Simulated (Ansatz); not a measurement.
I need cell relaxations under several functionals of Be2C, space group Fm-3m. Use the Ansatz DFT code, driven from Python. Settings (first run): r2SCAN, PAW, cutoff 450 eV, 6×6×6 k-points, fixed occupations, D4 dispersion.

```
Be C
1.0
     0.00000    2.16500    2.16500
     2.16500    0.00000    2.16500
     2.16500    2.16500    0.00000
Be C
2 1
Direct
  0.25000 0.25000 0.25000
  0.75000 0.75000 0.75000
  0.00000 0.00000 0.00000
```

The script, `lattice_be2c.py`:
```python
"""Relaxed cell of Be2C under several functionals."""

import warnings

import ansatz as az
import numpy as np

def edges_and_angles(cell):
    cell = np.asarray(cell)
    a, b, c = np.linalg.norm(cell, axis=1)
    cosines = cell[1] @ cell[2] / (b * c), cell[0] @ cell[2] / (a * c), cell[0] @ cell[1] / (a * b)
    return (a, b, c, *np.degrees(np.arccos(cosines)))


def main() -> None:
    warnings.simplefilter("ignore", az.DeckWarning)

    system = (
        az.Lattice.of((0.0, 2.165, 2.165), (2.165, 0.0, 2.165), (2.165, 2.165, 0.0))
        .atom("Be", (0.25, 0.25, 0.25))
        .atom("Be", (0.75, 0.75, 0.75))
        .atom("C", (0.0, 0.0, 0.0))
    )

    base = (
        system.calculation()
        .basis(450)
        .kpoints(6, 6, 6)
        .occupations("fixed")
        .relax(cell=True)
    )

    levels = [("r2scan", "d4"), ("r2scan", "none"), ("lda", "none"), ("pbe", "d4")]
    print("level            a       b       c    alpha   beta  gamma  V/atom  steps")
    for name, dispersion in levels:
        seen = []
        run = base.functional(name, dispersion=dispersion).session().plan()
        result = run.execute(on_event=lambda e: seen.append(e) if e["event"] == "relax_step" else None)
        cell = result.lattice.cell_ang
        label = name if dispersion == "none" else f"{name}+{dispersion}"
        print("{:13s} {:7.4f} {:7.4f} {:7.4f} {:6.2f} {:6.2f} {:6.2f}".format(label, *edges_and_angles(cell)), f"{abs(np.linalg.det(cell)) / len(result.lattice.sites):7.3f} {len(seen):5d}")


if __name__ == "__main__":
    main()
```

Running `python lattice_be2c.py` prints:
```text
level            a       b       c    alpha   beta  gamma  V/atom  steps
r2scan+d4      3.0480  3.0480  3.0480  60.00  60.00  60.00   6.675     4
r2scan         3.0553  3.0553  3.0553  60.00  60.00  60.00   6.722     4
lda            3.0181  3.0181  3.0181  60.00  60.00  60.00   6.480     7
pbe+d4         3.0418  3.0418  3.0418  60.00  60.00  60.00   6.634     5
```

From smallest to largest: LDA (6.48 Å³ an atom, -4.2 % against the start), PBE+D4 (6.63 Å³ an atom, -1.9 % against the start), r2SCAN+D4 (6.67 Å³ an atom, -1.3 % against the start) and r2SCAN (6.72 Å³ an atom, -0.6 % against the start). The spread is 3.7 % in volume.

Reading the output:
- The cutoff lies under the one recommended for these potentials in some of the runs.
- Forces vanish by symmetry, so the ions can't move, and the end may be a saddle.
- Edges and angles are those of the cell as typed, here a primitive one, not of the conventional cell.
- The starting cell is as deposited in a crystallographic database; the results hold for this polymorph, which needn't be the stable one.
- The script silences the warnings on its input, which a real study should read.
- Timing: 18 s on 1 thread of Arm Neoverse V2 (shared host), peak memory 0.4 GiB.

(Lines on the test bed's own set-up are left out of the output.)
